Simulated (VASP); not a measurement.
Wanted: an ASE script for a VASP 6.6.1 run.

* Task: single point
* Functional: LDA
* Potentials or basis: VASP PAW LDA potentials, release 54 (S, Mg)
* Cutoff: 520 eV
* k mesh: 8 × 8 × 8
* Occupations: gaussian, width 0.05 eV
* Spin: no spin polarisation
* Further INCAR settings: ALGO = Fast; EDIFF = 1.00e-06

The structure of MgS lies in MgS.xyz:

```xyz
2
Lattice="0.0000000000 2.8331200468 2.8331200468 2.8331200468 0.0000000000 2.8331200468 2.8331200468 2.8331200468 0.0000000000" Properties=species:S:1:pos:R:3 pbc="T T T"
S      1.4165600234      1.4165600234      1.4165600234
Mg     0.0000000000      0.0000000000      0.0000000000
```

The cell comes from a database or a generator and needn't be the stable form of this composition.

The input as run:

run.py

```python
from ase.calculators.vasp import Vasp
from ase.dft.bandgap import bandgap
from ase.io import read

atoms = read('MgS.xyz')
calc = Vasp(
    directory='calc',
    xc='lda',
    pp='LDA',
    setups='recommended',
    pp_version='54',
    prec='Accurate',
    encut=520,
    ediff=1e-06,
    ismear=0,
    sigma=0.05,
    lreal=False,
    lasph=True,
    nelm=100,
    algo='Fast',
    isif=2,
    lwave=False,
    lcharg=False,
    kpts=[8, 8, 8],
    gamma=True,
)
atoms.calc = calc

print('energy (eV):', atoms.get_potential_energy())
print('free energy (eV):', atoms.get_potential_energy(force_consistent=True))
print('forces (eV/A):')
print(atoms.get_forces())
print('stress (eV/A^3, Voigt):', atoms.get_stress())
print('Fermi level (eV):', calc.get_fermi_level())
gap, top, bottom = bandgap(calc)
print('band gap (eV):', gap, 'from (spin, k, band)', top, 'to', bottom)
```

Potentials or basis: VASP PAW LDA potentials, release 54 (S, Mg).

Run with:

```sh
$ python run.py
```

Results of the run:

The pressure is -2.5 GPa. The band gap on the k mesh is 3.18 eV, direct.

Wall time 18 s on 1 thread of Intel(R) Xeon(R) Platinum 8488C (Sapphire Rapids), with other jobs on the host, peak memory 0.14 GiB.
